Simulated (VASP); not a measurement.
# AlP (F-43m) in VASP: notebook

AlP is run at these levels: PBE; tasks: single point.

Everything below comes from runs of VASP 6.6.1. Logs are shortened: lines on timing, memory, paths and dates and some standing lists are left out, and cuts for length are marked.

**What was measured.**

From a printed reference work, data compilation, for a bulk crystal of AlP at 4.2 K: band gap 2.505 eV (indirect).

The results are compared with them further down.

## (1) The cell of the first run

The structure is cubic, space group F-43m (No. 216). The conventional cell has a = 5.451 Å, b = 5.451 Å, c = 5.451 Å, α = 90.00°, β = 90.00°, γ = 90.00°. Within 3.1 Å of Al (site symmetry -43m) lie 4 P at 2.36 Å. P (site symmetry -43m) has 4 Al at 2.36 Å within 3.1 Å.

## (2) Single point, PBE

INCAR reads:

```
SYSTEM = AlP
ALGO     = Normal         ! electronic algorithm
EDIFF    = 1E-6           ! SCF threshold, eV
ENCUT    = 500            ! plane-wave cutoff, eV
GGA      = PE             ! functional
GGA_COMPAT= .FALSE.      
ISIF     = 2              ! what is computed and relaxed
ISMEAR   = 0              ! smearing method
LASPH    = .TRUE.         ! aspherical terms in the spheres
LCHARG   = .FALSE.        ! write CHGCAR
LREAL    = .FALSE.        ! projectors in reciprocal space
LWAVE    = .FALSE.        ! write WAVECAR
NBANDS   = 11             ! bands
NELM     = 120            ! most SCF steps
PREC     = Accurate       ! precision mode
SIGMA    = 0.02           ! smearing width, eV
```

KPOINTS reads:

```
k-points
0
G
  8 8 8
  0 0 0
```

POSCAR reads:

```
AlP
1.0
    0.0000000000      2.7255000000      2.7255000000
    2.7255000000      0.0000000000      2.7255000000
    2.7255000000      2.7255000000      0.0000000000
Al P
1 1
Direct
    0.0000000000      0.0000000000      0.0000000000
    0.2500000000      0.2500000000      0.2500000000
```

Potentials or basis: VASP PAW PBE potentials, release 64 (Al, P).

On the command line:

```sh
> cat potpaw_PBE.64/Al/POTCAR potpaw_PBE.64/P/POTCAR > POTCAR
> mpirun -np 1 vasp_std > vasp.out
```

OUTCAR:

```text
SYSTEM = AlP
   EDIFF = 1E-6
   ENCUT = 500
   GGA = PE
   ISIF = 2
   ISMEAR = 0
   LASPH = .TRUE.
   LREAL = .FALSE.
   NELM = 120
   PREC = Accurate

 ion  position               nearest neighbor table
   1  0.000  0.000  0.000-   2 2.36   2 2.36   2 2.36   2 2.36
   2  0.250  0.250  0.250-   1 2.36   1 2.36   1 2.36   1 2.36

  LATTYP: Found a face centered cubic cell.
 ALAT       =     5.4510000000

  Lattice vectors:

 A1 = (   0.0000000000,   2.7255000000,   2.7255000000)
 A2 = (   2.7255000000,   0.0000000000,   2.7255000000)
 A3 = (   2.7255000000,   2.7255000000,   0.0000000000)

Analysis of symmetry for initial positions (statically):
=====================================================================
 Subroutine PRICEL returns:
 Original cell was already a primitive cell.

 Routine SETGRP: Setting up the symmetry group for a
 face centered cubic supercell.

 Subroutine GETGRP returns: Found 24 space group operations
 (whereof 24 operations were pure point group operations)
 out of a pool of 48 trial point group operations.

The static configuration has the point symmetry T_d .

Analysis of symmetry for dynamics (positions and initial velocities):
=====================================================================
 Subroutine PRICEL returns:
 Original cell was already a primitive cell.

 Routine SETGRP: Setting up the symmetry group for a
 face centered cubic supercell.

 Subroutine GETGRP returns: Found 24 space group operations
 (whereof 24 operations were pure point group operations)
 out of a pool of 48 trial point group operations.

The dynamic configuration has the point symmetry T_d .

 Subroutine INISYM returns: Found 24 space group operations
 (whereof 24 operations are pure point group operations),
 and found     1 'primitive' translations

----------------------------------------------------------------------------------------

                                     Primitive cell

  volume of cell :      40.4919

  direct lattice vectors                    reciprocal lattice vectors
     0.000000000  2.725500000  2.725500000    -0.183452578  0.183452578  0.183452578
     2.725500000  0.000000000  2.725500000     0.183452578 -0.183452578  0.183452578
     2.725500000  2.725500000  0.000000000     0.183452578  0.183452578 -0.183452578

  length of vectors
     3.854439064  3.854439064  3.854439064     0.317749185  0.317749185  0.317749185

  position of ions in fractional coordinates (direct lattice)
     0.000000000  0.000000000  0.000000000
     0.250000000  0.250000000  0.250000000

  ion indices of the primitive-cell ions
   primitive index   ion index
                 1           1
                 2           2

----------------------------------------------------------------------------------------

 KPOINTS: k-points

Automatic generation of k-mesh.
 Grid dimensions read from file:
 generate k-points for:    8    8    8

 Generating k-lattice:

  Cartesian coordinates                     Fractional coordinates (reciprocal lattice)
    -0.022931572  0.022931572  0.022931572     0.125000000  0.000000000  0.000000000
     0.022931572 -0.022931572  0.022931572     0.000000000  0.125000000  0.000000000
     0.022931572  0.022931572 -0.022931572     0.000000000  0.000000000  0.125000000

  Length of vectors
     0.039718648  0.039718648  0.039718648

  Shift w.r.t. Gamma in fractional coordinates (k-lattice)
     0.000000000  0.000000000  0.000000000

 Subroutine IBZKPT returns following result:
 ===========================================

 Found     29 irreducible k-points:

 Following reciprocal coordinates:
            Coordinates               Weight
  0.000000  0.000000  0.000000      1.000000
  0.125000  0.000000  0.000000      8.000000
  0.250000  0.000000  0.000000      8.000000
  0.375000  0.000000  0.000000      8.000000
  0.500000  0.000000  0.000000      4.000000
  0.125000  0.125000  0.000000      6.000000
[... 16 lines left out ...]
  0.500000  0.250000  0.125000     48.000000
 -0.375000  0.250000  0.125000     24.000000
 [... further k-points ...]
   k-points           NKPTS =     29   k-points in BZ     NKDIM =     29   number of bands    NBANDS=     11
   number of dos      NEDOS =    301   number of ions     NIONS =      2
   total plane-waves  NPLWV =  21952
   dimension x,y,z NGX =    28 NGY =   28 NGZ =   28
   dimension x,y,z NGXF=    56 NGYF=   56 NGZF=   56
   ions per type =               1   1
   NGX,Y,Z   is equivalent  to a cutoff of  12.08, 12.08, 12.08 a.u.
   NGXF,Y,Z  is equivalent  to a cutoff of  24.15, 24.15, 24.15 a.u.
 SYSTEM =  AlP
   PREC   = accura    normal or accurate (medium, high low for compatibility)
   ISTART =      0    job   : 0-new  1-cont  2-samecut
   ICHARG =      2    charge: 1-file 2-atom 10-const
   ISPIN  =      1    spin polarized calculation?
   LNONCOLLINEAR =      F non collinear calculations
   LSORBIT =      F    spin-orbit coupling
   LASPH  =      T    aspherical Exc in radial PAW
   ENCUT  =  500.0 eV  36.75 Ry    6.06 a.u.   7.03  7.03  7.03*2*pi/ulx,y,z
   NELM   =    120;   NELMIN=  2; NELMDL= -5     # of ELM steps
   EDIFF  = 0.1E-05   stopping-criterion for ELM
   LREAL  =      F    real-space projection
   EDIFFG = 0.1E-04   stopping-criterion for IOM
   NSW    =      0    number of steps for IOM
   IBRION =     -1    ionic relax: 0-MD 1-quasi-New 2-CG
   NFREE  =      0    steps in history (QN), initial steepest desc. (CG)
   ISIF   =      2    stress and relaxation
   ISYM   =      2    0-nonsym 1-usesym 2-fastsym
   POTIM  = 0.5000    time-step for ionic-motion
   TEBEG  =    0.0;   TEEND  =   0.0 temperature during run
   PSTRESS=    0.0 pullay stress
   NELECT =       8.0000    total number of electrons
   NUPDOWN=      -1.0000    fix difference up-down
   EMIN   =  10.00;   EMAX   =-10.00  energy-range for DOS
   EFERMI =   0.00;   METHOD = LEGACY
   ISMEAR =     0;   SIGMA  =   0.02  broadening in eV -4-tet -1-fermi 0-gaus
   EFERMI_NEDOS =   21; number of points for ismear=-14 and -15
   IALGO  =     38    algorithm
   IMIX   =      4    mixing-type and parameters
     AMIX     =   0.40;   BMIX     =  1.00
     AMIX_MAG =   1.60;   BMIX_MAG =  1.00
  volume/ion in A,a.u.               =      20.25       136.63
  Fermi-wavevector in a.u.,A,eV,Ry     =   0.953488  1.801831 12.369596  0.909140
  Thomas-Fermi vector in A             =   2.082148
   LORBIT       =      0    0 simple, 1 ext, 2 COOP (PROOUT), +10 PAW based schemes
   GGA     = PE    functional components
   LHFCALC =     F    Hartree Fock is set to
   AEXX    =    0.0000 exact exchange contribution
   IVDW    =     0    specifies the selected vdW correction
   LEPSILON=     F    determine dielectric tensor
   LRPA    =     F    only Hartree local field effects (RPA)
 non-spin polarized calculation
 Gauss-broadening in eV      SIGMA  =   0.02
  energy-cutoff  :      500.00
  volume of cell :       40.49
 maximum number of plane-waves:      1056
   NGX = 13   NGY = 13   NGZ = 13

 number of electron       8.0000000 magnetization

 Free energy of the ion-electron system (eV)
  ---------------------------------------------------
  ext. energy  EPLUGINS =         0.00000000
  ---------------------------------------------------
  free energy    TOTEN  =       -10.36676708 eV

  energy without entropy =      -10.36676708  energy(sigma->0) =      -10.36676708

 E-fermi :   4.7061     XC(G=0):  -9.2281

 val. band max:        4.6259410384   @ k =   0.0000   0.0000   0.0000
 cond. band min:       6.1953673863   @ k =   0.5000   0.5000   0.0000
 fundamental gap:      1.5694263479
 Fermi energy:         4.7061362713

 k-point     1 :       0.0000    0.0000    0.0000
  band No.  band energies     occupation
      1      -6.9079      2.00000
      2       4.6259      2.00000
      3       4.6259      2.00000
      4       4.6259      2.00000
      5       7.9743      0.00000
      6       9.1944      0.00000
      7       9.1944      0.00000
      8       9.1944      0.00000
      9      13.4664      0.00000
     10      13.4664      0.00000
     11      14.9517      0.00000

 k-point     2 :       0.1250    0.0000    0.0000
  band No.  band energies     occupation
      1      -6.7346      2.00000
      2       3.4017      2.00000
      3       4.4770      2.00000
      4       4.4770      2.00000
      5       8.3694      0.00000
      6       9.4792      0.00000
      7       9.4792      0.00000
      8       9.7406      0.00000
      9      12.9765      0.00000
     10      12.9765      0.00000
     11      15.5825      0.00000

 k-point     3 :       0.2500    0.0000    0.0000
  band No.  band energies     occupation
      1      -6.2465      2.00000
      2       1.4440      2.00000
      3       4.1815      2.00000
      4       4.1815      2.00000
      5       7.9748      0.00000
      6       9.7840      0.00000
      7       9.7840      0.00000
      8      11.5953      0.00000
      9      12.9577      0.00000
     10      12.9577      0.00000
     11      15.0230      0.00000

 k-point     4 :       0.3750    0.0000    0.0000
  band No.  band energies     occupation
      1      -5.5897      2.00000
      2      -0.2067      2.00000
      3       3.9454      2.00000
      4       3.9454      2.00000
      5       7.5961      0.00000
      6       9.5911      0.00000
      7       9.5911      0.00000
      8      12.8180      0.00000
      9      14.3585      0.00000
     10      14.3585      0.00000
     11      15.3087      0.00000
[... 239 lines left out ...]
 k-point    22 :       0.3750    0.2500    0.1250
  band No.  band energies     occupation
      1      -5.8331      2.00000
      2       1.1219      2.00000
      3       2.7212      2.00000
      4       3.7086      2.00000
      5       8.4877      0.00000
      6       9.4795      0.00000
      7      10.0807      0.00000
      8      11.4588      0.00000
      9      13.0010      0.00000
     10      15.4524      0.00000
     11      17.5896      0.00000

 k-point    23 :       0.5000    0.2500    0.1250
  band No.  band energies     occupation
      1      -5.2313      2.00000
      2       0.0031      2.00000
      3       2.1546      2.00000
      4       3.3231      2.00000
      5       8.5872      0.00000
      6       9.4366      0.00000
      7      10.6826      0.00000
      8      11.7549      0.00000
      9      14.1365      0.00000
     10      16.0073      0.00000
     11      17.4866      0.00000

 k-point    24 :      -0.3750    0.2500    0.1250
  band No.  band energies     occupation
      1      -4.9012      2.00000
      2      -0.5613      2.00000
      3       2.0205      2.00000
      4       3.1345      2.00000
      5       8.5833      0.00000
      6       9.1705      0.00000
      7      11.5364      0.00000
      8      12.3525      0.00000
      9      13.6537      0.00000
     10      16.1191      0.00000
     11      17.4032      0.00000

 [... further k-points ...]

------------------------ aborting loop because EDIFF is reached ----------------------------------------

  FORCE on cell =-STRESS in cart. coord.  units (eV):
  Direction    XX          YY          ZZ          XY          YZ          ZX
  --------------------------------------------------------------------------------------
  -------------------------------------------------------------------------------------
  Total        0.6671090      0.6671090      0.6671090      0.0000000      0.0000000     -0.0000000
  in kB       26.3960440     26.3960440     26.3960440      0.0000000      0.0000000     -0.0000000
  external PRESSURE =      26.3960440 kB  Pullay stress =       0.0000000 kB

 VOLUME and BASIS-vectors are now :
 -----------------------------------------------------------------------------
  energy-cutoff  :      500.00
  volume of cell :       40.49
      direct lattice vectors                 reciprocal lattice vectors
     0.000000000  2.725500000  2.725500000    -0.183452578  0.183452578  0.183452578
     2.725500000  0.000000000  2.725500000     0.183452578 -0.183452578  0.183452578
     2.725500000  2.725500000  0.000000000     0.183452578  0.183452578 -0.183452578

 POSITION                                       TOTAL-FORCE (eV/Angst)
 -----------------------------------------------------------------------------------
      0.00000      0.00000      0.00000        -0.000000     -0.000000     -0.000000
      1.36275      1.36275      1.36275         0.000000      0.000000      0.000000
 -----------------------------------------------------------------------------------
    total drift:                               -0.000000     -0.000000     -0.000000

  FREE ENERGIE OF THE ION-ELECTRON SYSTEM (eV)
  ---------------------------------------------------
  free  energy   TOTEN  =       -10.3667670764 eV

  energy  without entropy=      -10.3667670764  energy(sigma->0) =      -10.36676708
```

Run time: 5.4 s. Hardware: 1 thread of Intel Xeon Platinum 8559C (Emerald Rapids), shared host; peak memory 0.15 GiB.

What came out:

| Property | Result |
| --- | --- |
| Free energy | -10.3668 eV |
| Pressure | 2.6 GPa |
| Band gap on the k mesh | 1.57 eV, indirect (least direct gap 3.35 eV) |

## (3) Single point, PBE

INCAR reads:

```
PREC = Accurate ; ENCUT = 500
EDIFF = 1E-6 ; ISMEAR = 0
SIGMA = 0.02 ; LREAL = False
LASPH = True ; NELM = 120
ALGO = Normal ; ISIF = 2
LWAVE = False ; LCHARG = False
GGA = PE ; NBANDS = 11
GGA_COMPAT = False
```

KPOINTS reads:

```
regular mesh
0
Gamma
  8 8 8
```

POSCAR reads:

```
AlP
1.0
    0.0000000000      2.7255865465      2.7255865465
    2.7255865465      0.0000000000      2.7255865465
    2.7255865465      2.7255865465      0.0000000000
Al P
1 1
Direct
    0.0000000000      0.0000000000      0.0000000000
    0.2500000000      0.2500000000      0.2500000000
```

Potentials or basis: VASP PAW PBE potentials, release 64 (Al, P).

On the command line:

```sh
> cat potpaw_PBE.64/Al/POTCAR potpaw_PBE.64/P/POTCAR > POTCAR
> mpirun -np 1 vasp_std > vasp.out
```

It took 5.3 s on 1 thread of Intel Xeon Platinum 8559C (Emerald Rapids), shared host; peak memory 0.15 GiB.

Results (log left out):

| Quantity | Value |
| --- | --- |
| Free energy | -10.3668 eV |
| Pressure | 2.6 GPa |
| Band gap on the k mesh | 1.57 eV, indirect (least direct gap 3.35 eV) |

Levels at points of the mesh, in eV from the valence-band top:
| k point | band 2 | band 3 | band 4 | band 5 | band 6 | band 7 |
| --- | --- | --- | --- | --- | --- | --- |
| (0.00, 0.00, 0.00) | 0.00 | 0.00 | 0.00 | 3.35 | 4.57 | 4.57 |
| (0.50, 0.00, 0.00) | -5.55 | -0.77 | -0.77 | 2.83 | 4.82 | 4.82 |
| (0.50, 0.50, 0.00) | -5.32 | -2.11 | -2.11 | 1.57 | 2.47 | 11.11 |

(Part 1 of 2 ends here.)
